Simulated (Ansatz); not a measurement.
Reactions of BH$_{3}$, SMILES `B`.

Gas-phase electronic energies from Ansatz, PBE0-D4/def2-TZVP geometries. CBS: MP2 limit from def2 TZ/QZ plus the TZ coupled-cluster correction, frozen cores. Small cases extrapolate CCSD(T) itself. DFT in def2-TZVPP. Open shells (•) are unrestricted, without spin–orbit coupling. Spin–orbit coupling would lower the free atoms: a little for Cl.

```csv
reaction,CCSD(T)/def2-SVP (kcal/mol),revPBE-D4 (kcal/mol)
BH₃ + `[SiH3]`• → `[BH2]`• + SiH₄,14.8,15.3
BH₃ + `F[C](F)F`• → `[BH2]`• + `FC(F)F`,-2.0,-0.3
BH₃ + Cl• → `[BH2]`• + HCl,8.6,1.3
BH₃ + `[OH]`• → `[BH2]`• + H₂O,-9.2,-14.9
```

Task: Give the CCSD(T)/CBS values in the same order. (Estimate.)

Result: The calculation gave: 14.2, -3.0, 3.5, -15.0 kcal/mol.

Largest T1 diagnostic: 0.015, for `[SiH3]`•.

Extrapolated directly: BH₃ + `[SiH3]`• → `[BH2]`• + SiH₄; BH₃ + Cl• → `[BH2]`• + HCl; BH₃ + `[OH]`• → `[BH2]`• + H₂O.
